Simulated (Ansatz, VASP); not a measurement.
# GaN in two plane-wave programs, part 2 of 2

Aim: how closely do two programs agree when they are given the same cell, functional and k mesh? The cell is taken from a series of runs on this material, whose earlier steps may have relaxed, scaled, displaced or heated it; both programs get it as it stands.

VASP 6.6.1 and Ansatz 0.2.0.

So far: The structure; VASP: zone-centre phonons, LDA, pair 1.

### Step 3. Ansatz: zone-centre phonons, LDA, pair 1

Level of this step: Ansatz beside VASP: Kohn-Sham DFT, plane waves, LDA (Ansatz).

Ansatz runs on its PAW soft_1 files.

The same cell, functional (in two slightly different forms) and mesh now go to Ansatz, which takes its cutoff from its data sets.

Contents of input.yaml:

```yaml
crystal:
  lattice:
    - [-0.0414559704, 2.1799543828, 2.2781830788]
    - [2.1799543828, -0.0414559704, 2.2781830788]
    - [2.1384984124, 2.1384984124, 0.0]
  atoms:
    - { symbol: "N", position: [0.2530250648, 0.2530250648, 0.2469749352] }
    - { symbol: Ga, position: [-0.0030250648, -0.0030250648, 0.0030250648] }
kpoints:
  mp_grid: { grid: [12, 12, 12] }
hamiltonian:
  xc: lda
  pseudopotentials: { kind: paw, azcp: { folder: soft_1 }, xc_functional: pbe }
scf:
  occupations: { method: fixed }
output:
  eigenvalues: true
phonons:
  method: dfpt
```

Launch:

```sh
$ ansatz run input.yaml --threads 4 --pin off --max-ram 10240MiB --backend cpu --events-out ev --progress --plain --runs-dir out
```

Numbers of over 12 decimals in the logs are rounded to 6 here.

Output:

```text
zone centre: on kpoints.mp_grid the ground state, and the responses unless they are solved on pairs of k-points, stand on 476 of the mesh's 1728 k-points, reduced under 2 symmetry operations, with k and −k counted as one. Each operation leaves every solved displacement unchanged or reverses it
Engine: ansatz 0.2.0, aarch64-unknown-linux-gnu
Pseudopotentials: kind: paw
Pseudopotential: N, paw, valence charge 5, recommended cutoff 420 eV (normal), soft_1/N.paw.azcp
Pseudopotential: Ga, paw, valence charge 13, recommended cutoff 420 eV (normal), soft_1/Ga.paw.azcp
Functional definition: SPW92
  exchange = slater_x
  correlation = pw_c
Crystal: 2 atoms, lattice volume = 21.645 Å³
Basis set: ecut = 420 eV, 415 PW (Γ), exchange–correlation on 48×48×48 points (8 copies of the dense FFT grid, shifted against one another)
Bands: 13, of which v1, the nominal top of the filled ones, is band 9 counted from 1 (8 counted from 0)
Symmetry: 4 space group operations
k-points: 476 of 1728 (irreducible under 2 space group operations, time reversal used)
Non-local potential: N, projectors of the file, l = 0: 2, l = 1: 2, l = 2: 1
Non-local potential: Ga, projectors of the file, l = 0: 2, l = 1: 2, l = 2: 3, l = 3: 1
PAW form: soft (Blöchl's): semilocal exchange-correlation on the pseudo side does not see the compensation charge
PAW frozen core: N, regenerated for the run's functional, and the local potential with it (the file was generated under x = pbe(κ = 0.804, μ = 0.219515), c = pbe(β = 0.066725))
PAW frozen core: Ga, regenerated for the run's functional, and the local potential with it (the file was generated under x = pbe(κ = 0.804, μ = 0.219515), c = pbe(β = 0.066725))
PAW one-centre angular grid: N, 110 points (default); XC on 64 Gauss nodes
PAW one-centre angular grid: Ga, 590 points (default); XC on 64 Gauss nodes
Initial density: superposition of atomic densities (chi_scale 0.1, normalization cell, long waves kept (reshape's long-wave potential 0.00 eV rms))
Initial wavefunctions: pseudopotential atomic-orbital guess
Functional: x = slater, c = lda
SCF iter   1: F=—  HF=-4082.724399 eV  |F-HF|=—  |Δ(HF+E_count)|=         —  Δρ=1.10e-1  dr2=2.30e0  ethr=3.10e-3  ⟨swp⟩=4.0  Hψ=27613  notcnv=0  defer=622
preconditioner: auto → none  [insulator: Δε(μ)=2.778 eV  Ē_g=19.473 eV  n_scr=8 (ndim 8)  ℏωp=33.9 eV  f_vac=0.000  ε∞_Penn≈4.0]
SCF iter   2: F=—  HF=-4082.179281 eV  |F-HF|=—  |Δ(HF+E_count)|=   5.45e-1  Δρ=5.95e-2  dr2=4.68e-1  ethr=3.10e-3  ⟨swp⟩=2.1  Hψ=15308  notcnv=0  defer=131
SCF iter   3: F=—  HF=-4082.062969 eV  |F-HF|=—  |Δ(HF+E_count)|=   1.16e-1  Δρ=1.92e-2  dr2=3.89e-2  ethr=2.60e-3  ⟨swp⟩=2.0  Hψ=8705  notcnv=0  defer=948
SCF iter   4: F=—  HF=-4082.055600 eV  |F-HF|=—  |Δ(HF+E_count)|=   7.37e-3  Δρ=7.82e-3  dr2=5.70e-3  ethr=2.16e-4  ⟨swp⟩=2.0  Hψ=12065  notcnv=0  defer=952
SCF iter   5: F=—  HF=-4082.052733 eV  |F-HF|=—  |Δ(HF+E_count)|=   2.87e-3  Δρ=8.71e-4  dr2=4.54e-5  ethr=3.17e-5  ⟨swp⟩=2.0  Hψ=11331  notcnv=0  defer=952
SCF iter   6: F=—  HF=-4082.052720 eV  |F-HF|=—  |Δ(HF+E_count)|=   1.29e-5  Δρ=1.26e-4  dr2=1.54e-6  ethr=2.52e-7  ⟨swp⟩=2.0  Hψ=9092  notcnv=0  defer=55
SCF iter   7: F=—  HF=-4082.052719 eV  |F-HF|=—  |Δ(HF+E_count)|=   2.43e-7  Δρ=1.33e-5  dr2=1.74e-8  ethr=8.57e-9  ⟨swp⟩=2.4  Hψ=8951  notcnv=0
SCF iter   8: F=—  HF=-4082.052719 eV  |F-HF|=—  |Δ(HF+E_count)|=   2.24e-9  Δρ=1.36e-6  dr2=2.58e-10  ethr=9.68e-11  ⟨swp⟩=2.0  Hψ=8103  notcnv=0
SCF iter   9: F=-4082.052719 eV  HF=-4082.052719 eV  |F-HF|=6.37e-12  |Δ(HF+E_count)|=  7.73e-11  Δρ=2.77e-7  dr2=8.30e-12  ethr=1.00e-12  ⟨swp⟩=6.1  Hψ=32356  notcnv=0
SCF 1 converged in 9 iterations: F = -4082.052719 eV  dr2 = 8.30e-12
  greatest PAW one-centre occupation: 0.996 electrons in one spin orbital (limit 2), on the Ga atom at site 1 (counted from 0), in its partial waves of l = 2
DFPT response loops at Γ: preconditioner auto → none (the input reference at scf.mixing.eps_inf says where Resta's filter doesn't serve); β = 0.50; Broyden in place of MSR1
SCF converged after 9 iterations
Free energy (F): -4082.052719 eV
Harris-Foulkes:  -4082.052719 eV  (|F-HF|=6.37e-12)
Internal energy: -4082.052719 eV  (E = F + TS)
E sigma→0 (E₀):  -4082.052719 eV
Fermi energy:    10.373786 eV
--- Per-component energies (eV) ---
  E_band       = 0.478431
  E_kinetic    = 242.663778
  E_local      = -1372.616301  (includes V_loc(G=0)·N_el)
  E_nonlocal   = -51.696256
  E_hartree    = 876.968187
  E_xc         = -122.162677
  E_vxc        = -131.844117  (∫ρ·V_xc dr)
  E_paw        = -2039.409634  (= ΣΔE_a)
  E_vpaw       = -439.965664  (= ΣTr[D̂ρ^β])
  E_aug_tail   = 0.000593  (compensation charges beyond the density's cutoff)
  E_ewald      = -1617.608936
  E_core_change = 1.808525  (= ΣΔE_core)
  E_smearing   = -0.000000  (= −TS)
  E_closure    = 0.000000  (closes the sum)
  Σ components = -4082.052719   (vs F -4082.052719, Δ=0.00e0)
--- Band table (eV; the first three rows and the last of 476) ---
  k-point 0: bands = [... 5 lower, -3.1427, 9.9789, 10.0763, 10.3738, 12.2054, 20.1270, 20.7462, 21.0828]
  k-point 1: bands = [... 5 lower, -3.1458, 9.4093, 9.9988, 10.0575, 12.8063, 20.2914, 20.5028, 20.9726]
  k-point 2: bands = [... 5 lower, -3.1489, 7.9648, 9.7838, 9.7985, 13.7020, 19.7083, 20.6690, 21.0740]
  k-point 475: bands = [... 5 lower, -1.4550, 3.3626, 7.1658, 7.7583, 13.5696, 17.5251, 21.6157, 24.4647]
--- Phonons (Γ-DFPT): 4 representative perturbations + reference, on 476 of 1728 k-points (Σ response iterations 12) ---
  k mesh reduced under 2 symmetry operations, with k and −k counted as one. Each operation leaves every solved displacement unchanged or reverses it
  ASR residual: 1.858e-4 → 0.000e0 eV/Å²; symmetrization residual: 1.632e-6 eV/Å²
  ASR residual per site (eV/Å²): 1.86e-4 5.74e-5
  Γ frequencies (cm⁻¹): 0.00 0.00 0.00 555.88 567.70 579.68
  non-analytic LO–TO correction: not included (Born effective charges unavailable; polar crystals: no LO–TO splitting at Γ)
```

In the SCF lines HF is the Harris–Foulkes energy and dr2 the Hartree energy of the density residual, in eV; the loop may stop once dr2 is under the threshold and the program's other checks hold. Hψ counts applications of the Hamiltonian.

### Step 4. Side by side

Known differences besides the potentials themselves: fixed occupations in Ansatz, narrow Gaussian smearing in VASP; the cutoff is 420 eV in Ansatz and 600 eV in VASP; VASP's log shows a relativistic correction to its local exchange, Ansatz's none. Total energies have different zeros and are not compared.

Compared:

```
             quantity  Ansatz   VASP  difference
optical mode 1 (cm⁻¹)   555.9  560.4     -0.81 %
optical mode 2 (cm⁻¹)   567.7  572.0     -0.75 %
optical mode 3 (cm⁻¹)   579.7  584.7     -0.86 %
```

Modes are paired by rising frequency, not by their patterns, so a pair may set unlike modes beside each other; they are those without the splitting of longitudinal modes.

### Step 5. Ansatz: zone-centre phonons, LDA, pair 2

Second derivatives magnify differences that forces hide, and they need a tight electronic threshold. The cell compared in this pair holds 21.77 Å³, against 21.64 Å³ for the pair before.

The cell is taken from a series of runs on this material, whose earlier steps may have relaxed, scaled, displaced or heated it; both programs get it as it stands.

input.yaml, the sections that differ from step 3:

```yaml
crystal:
  lattice:
    - [-0.03099026, 2.1917646975, 2.2659593012]
    - [2.1917646975, -0.03099026, 2.2659593012]
    - [2.1607744375, 2.1607744375, 0.0]
  atoms:
    - { symbol: "N", position: [0.2522369623, 0.2522369623, 0.2477630377] }
    - { symbol: Ga, position: [-0.0022369623, -0.0022369623, 0.0022369623] }
# kpoints, hamiltonian, scf, output, phonons: as in step 3
```

Output:

```text
[...]
Crystal: 2 atoms, lattice volume = 21.766 Å³
Basis set: ecut = 420 eV, 419 PW (Γ), exchange–correlation on 48×48×48 points (8 copies of the dense FFT grid, shifted against one another)
Bands: 13, of which v1, the nominal top of the filled ones, is band 9 counted from 1 (8 counted from 0)
Symmetry: 4 space group operations
k-points: 476 of 1728 (irreducible under 2 space group operations, time reversal used)
[...]
k-point 1: bands = [... 5 lower, -3.2302, 9.3080, 9.9272, 9.9593, 12.7014, 20.2838, 20.3102, 20.7744]
  k-point 2: bands = [... 5 lower, -3.2326, 7.8451, 9.7093, 9.7248, 13.6046, 19.5480, 20.6299, 20.9190]
  k-point 475: bands = [... 5 lower, -1.4952, 3.3800, 7.1093, 7.5443, 13.4510, 17.2431, 21.5911, 24.3269]
[...]
ASR residual: 2.202e-4 → 0.000e0 eV/Å²; symmetrization residual: 1.761e-6 eV/Å²
  ASR residual per site (eV/Å²): 2.20e-4 6.74e-5
  Γ frequencies (cm⁻¹): 0.00 0.00 0.00 554.55 565.14 572.71
[...]
[key lines of the parts left out:]
SCF converged after 9 iterations
Free energy (F): -4082.068398 eV
Fermi energy:    10.219692 eV
```

### Step 6. VASP: zone-centre phonons, LDA, pair 2

The same cell, functional (in two slightly different forms) and mesh now go to VASP, with its own data sets.

Contents of INCAR:

```
SYSTEM = GaN
PREC = Accurate
ENCUT = 600
EDIFF = 1E-08
NELM = 120
ISMEAR = 0
SIGMA = 0.01
LREAL = .FALSE.
ALGO = Normal
GGA = PW92
NBANDS = 15
LORBIT = 11
LWAVE = .FALSE.
LCHARG = .FALSE.
ISIF = 2
IBRION = 8
LASPH = .TRUE.
GGA_COMPAT = .FALSE.
EFERMI = MIDGAP
KPAR = 2
```

Contents of POSCAR:

```
GaN
1.0
   -0.0309902600      2.1917646975      2.2659593012
    2.1917646975     -0.0309902600      2.2659593012
    2.1607744375      2.1607744375      0.0000000000
N Ga
1 1
Direct
    0.2522369623      0.2522369623      0.2477630377
    0.9977630377      0.9977630377      0.0022369623
```

Contents of KPOINTS:

```
Automatic mesh
0
Gamma
12 12 12
0 0 0
```

The projector-augmented-wave data sets are N and Ga_d (LDA family, release 64).

Launch:

```sh
$ mpirun -np 2 vasp_std
```

Output:

```text
[banner, memory and clock lines left out]
running    2 mpi-ranks, on    1 nodes
[...]
[... a notice as in an earlier step ...]

 LDA part: xc-table for (Slater(with rela. corr.)+PW92), standard interpolation
 POSCAR, INCAR and KPOINTS ok, starting setup
[...]
entering main loop
       N       E                     dE             d eps       ncg     rms          rms(c)
DAV:   1     0.869467102723E+02    0.86947E+02   -0.10266E+04  9368   0.235E+03
DAV:   2    -0.984722943690E+01   -0.96794E+02   -0.90492E+02  9611   0.359E+02
DAV:   3    -0.159842272852E+02   -0.61370E+01   -0.61072E+01  9457   0.765E+01
DAV:   4    -0.160525009556E+02   -0.68274E-01   -0.68261E-01 10537   0.851E+00
[...]
DAV:  12    -0.139306856338E+02   -0.18431E-05   -0.16484E-05  9583   0.473E-02    0.309E-03
DAV:  13    -0.139306856375E+02   -0.36857E-08   -0.49577E-07 12890   0.140E-02    0.379E-04
DAV:  14    -0.139306856380E+02   -0.48112E-09   -0.23547E-08  9371   0.152E-03
   1 F= -.13930686E+02 E0= -.13930686E+02  d E =0.000000E+00
[...]
RMM:  11    -0.160784445025E+00    0.15271E-08    0.30518E-08 56564   0.823E-05    0.606E-07
 first order change of Fermi-energy  -0.13298E-04
 force on displaced ion       2 direction 1 : -13.652  -0.251   0.005
 Linear response progress:
  Degree of freedom:   4/  4
       N       E                     dE             d eps       ncg     rms          rms(c)
RMM:   1    -0.163792325404E+00   -0.16379E+00    0.26310E-01 10705   0.922E+00
RMM:   2    -0.161292667114E+00    0.24997E-02   -0.34601E-02 16256   0.168E+00    0.577E-02
RMM:   3    -0.161513035840E+00   -0.22037E-03   -0.26326E-03 16560   0.406E-01    0.348E-02
RMM:   4    -0.161167190047E+00    0.34585E-03   -0.17630E-04 17347   0.111E-01    0.440E-03
RMM:   5    -0.161152846156E+00    0.14344E-04   -0.13608E-05 17881   0.318E-02    0.227E-03
RMM:   6    -0.161148973244E+00    0.38729E-05   -0.12526E-06 17744   0.998E-03    0.386E-04
RMM:   7    -0.161148194888E+00    0.77836E-06   -0.38477E-07 18169   0.341E-03    0.222E-04
RMM:   8    -0.161148557929E+00   -0.36304E-06   -0.12225E-07 17786   0.116E-03    0.264E-05
RMM:   9    -0.161148553551E+00    0.43778E-08   -0.18427E-08 18071   0.436E-04    0.133E-05
 first order change of Fermi-energy  -0.90019E+00
 force on displaced ion       2 direction 3 :   0.000   0.000 -14.306
 Linear response finished
```

Parts of OUTCAR (step 6):

```text
  Total        0.7577496      0.7577496      0.1216195      0.6484440      0.0000000      0.0000000
  in kB       55.7767441     55.7767441      8.9522197     47.7309377      0.0000000      0.0000000
  external PRESSURE =      40.1685693 kB  Pullay stress =       0.0000000 kB

 POSITION                                       TOTAL-FORCE (eV/Angst)
 -----------------------------------------------------------------------------------
      1.08039      1.08039      1.14312        -0.000000     -0.000000      0.005747
      2.16077      2.16077      4.52178         0.000000      0.000000     -0.005747
 -----------------------------------------------------------------------------------
    total drift:                               -0.000009     -0.000009      0.000124

[... 1 part as in an earlier step ...]

[... 1 further part left out ...]
```

### Step 7. Comparison

Both answers:

```
             quantity  Ansatz   VASP  difference
optical mode 1 (cm⁻¹)   554.5  559.1     -0.82 %
optical mode 2 (cm⁻¹)   565.1  569.5     -0.76 %
optical mode 3 (cm⁻¹)   572.7  577.7     -0.86 %
```

Modes are paired by rising frequency, not by their patterns, so a pair may set unlike modes beside each other; they are those without the splitting of longitudinal modes.

### Step 8. Outcome

```yaml
r_m_s_difference_of_the_optical_zone_centre_modes_each_program_s_sorted_by_frequency_zone_centre_phonons_lda_pair_1: 4.6 cm⁻¹
difference_in_optical_mode_3_zone_centre_phonons_lda_pair_1: -0.9 %
r_m_s_difference_of_the_optical_zone_centre_modes_each_program_s_sorted_by_frequency_zone_centre_phonons_lda_pair_2: 4.6 cm⁻¹
difference_in_optical_mode_3_zone_centre_phonons_lda_pair_2: -0.9 %
```

**Reading.** The r.m.s. difference of the optical zone-centre modes, each program's sorted by frequency is 4.6 cm⁻¹ (zone-centre phonons, LDA, pair 1). Among the rows given in per cent, the largest difference of the zone-centre phonons, LDA, pair 1 pair is in optical mode 3, -0.9 %. Among the rows given in per cent, the largest difference of the zone-centre phonons, LDA, pair 2 pair is in optical mode 3, -0.9 %. Such differences can come from data sets, numerical settings and the points named under the comparisons, not from the functional's error against experiment.

[Lines on the potential files, build, host, timing and source positions are cut from VASP's logs without a mark.]

[Logs are printed without paths, hosts, clocks, repeated set-up lines and the standing remarks that a program may print on its own settings, such as how far it seeks lower states.]

[Hosts, paths, dates, database ids (printed as entryN), source tags and the programs' standing remarks are cut or masked in the printed files.]
